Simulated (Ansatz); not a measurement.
N started on an Al site in zincblende AlN, 64 atoms, charge −2

All numbers come from Ansatz (PAW, plane waves, no spin–orbit coupling) at the single k point (¼, ¼, ¼) without its symmetry partners. The atoms were relaxed with PBEsol in a fixed cell; other functionals are single points on those atoms unless said otherwise. The valence top and gap of the host come from its small cell on a dense mesh, with the band extrema sought between the mesh points, lined up by the mean potential, PBEsol gap 3.19 eV, HSE06 gap 4.55 eV. The charge correction uses an assumed dielectric constant of 8.5.

Relaxed structure:

```
Al N
1.0
     8.75544    0.00000    0.00000
     0.00000    8.75544    0.00000
     0.00000    0.00000    8.75544
Al N
31 33
Direct
  0.99965 0.99989 0.00046
  0.99718 0.99974 0.50048
  0.99891 0.49998 0.00042
  0.00196 0.49959 0.50049
  0.49963 0.99955 0.00206
  0.49952 0.99913 0.50054
  0.49968 0.49964 0.99861
  0.24948 0.24948 0.99976
  0.25075 0.25175 0.50475
  0.25068 0.74990 0.00139
  0.24986 0.74796 0.49960
  0.74954 0.25082 0.00209
  0.74931 0.24896 0.50415
  0.74979 0.75031 0.99737
  0.74596 0.74272 0.49765
  0.25053 0.99865 0.25079
  0.24957 0.00038 0.75063
  0.24705 0.50047 0.25009
  0.25176 0.49634 0.74826
  0.74845 0.99924 0.25144
  0.74917 0.99816 0.74974
  0.75000 0.50919 0.25132
  0.75009 0.49894 0.75246
  0.99781 0.25089 0.25064
  0.00095 0.24903 0.75132
  0.00301 0.75093 0.24977
  0.99830 0.74977 0.74944
  0.49716 0.25011 0.25278
  0.49550 0.25156 0.74934
  0.50089 0.74268 0.25461
  0.49979 0.74616 0.74826
  0.56707 0.51494 0.43373
  0.12400 0.12497 0.12633
  0.12117 0.12168 0.62563
  0.12223 0.62500 0.12176
  0.12413 0.62525 0.62714
  0.62464 0.12663 0.12813
  0.62445 0.12448 0.62667
  0.62578 0.62601 0.11965
  0.64150 0.63539 0.64155
  0.37501 0.37466 0.12611
  0.36099 0.36064 0.63959
  0.37642 0.87598 0.12522
  0.37425 0.87500 0.62594
  0.87442 0.37685 0.12568
  0.87557 0.37407 0.62610
  0.87432 0.87553 0.12544
  0.87415 0.87516 0.62387
  0.37411 0.12489 0.37629
  0.37483 0.12188 0.87920
  0.35404 0.63983 0.35729
  0.37354 0.62487 0.87619
  0.87211 0.12614 0.37546
  0.87392 0.12452 0.87644
  0.88206 0.62635 0.37454
  0.87706 0.62472 0.87702
  0.12363 0.37276 0.37512
  0.12195 0.37453 0.87876
  0.12251 0.87879 0.37586
  0.12421 0.87506 0.87587
  0.63433 0.37625 0.37121
  0.62519 0.37267 0.87682
  0.62479 0.87539 0.37526
  0.62399 0.87677 0.87632
```

Chemical potentials μ are those of reference phases of the elements at zero temperature by the same functional (the usual solids, diamond for C, grey Sn, and the molecules H2, N2, O2, F2, Cl2, Br2 and S8).

| functional | E(defect) − E(host) − Σ nμ + q·E_VBM (eV) | monopole (eV) | alignment (eV) | formation energy at E_F = VBM (eV) | moment (μB) | wall time, shared host |
| --- | --- | --- | --- | --- | --- | --- |
| PBEsol | 13.83 | 1.10 | 0.15 | 15.08 | 0 (no spin) | 46 s on 7 threads of Neoverse-V2 (relaxation) |
| HSE06 | 16.56 | 1.10 | 0.18 | 17.84 | 0 (no spin) | 2 min on 7 threads of Neoverse-V2 |

Problem. How does the monopole term follow by hand for this cubic cell?

Solution. q²·α·e²/(4πε₀)/(2εL) with the Madelung constant α = 2.837 and e²/4πε₀ = 14.40 eV·Å: 4 × 2.837 × 14.40 / (2 × 8.5 × 8.755) = 1.10 eV.

HSE06 one-electron levels near the gap (the ten most localised at most), from the host's valence top, not corrected for the charge's images:

```tsv
level (eV)	spin	filling	atoms sharing it	element of the atom with most weight
-0.28	both	2.00	29.1	spread
-0.22	both	2.00	27.3	spread
-0.16	both	2.00	15.2	N
0.38	both	2.00	7.6	N
0.95	both	2.00	5.9	N
1.71	both	2.00	7.0	N
2.31	both	2.00	5.4	N
4.55	both	0.00	4.1	N
```

All elements are taken at their own reference at once; growth conditions in equilibrium with the host shift these energies, by up to the host's formation enthalpy.

One k point and a cell of this size can leave errors of several tenths of an eV in such numbers.
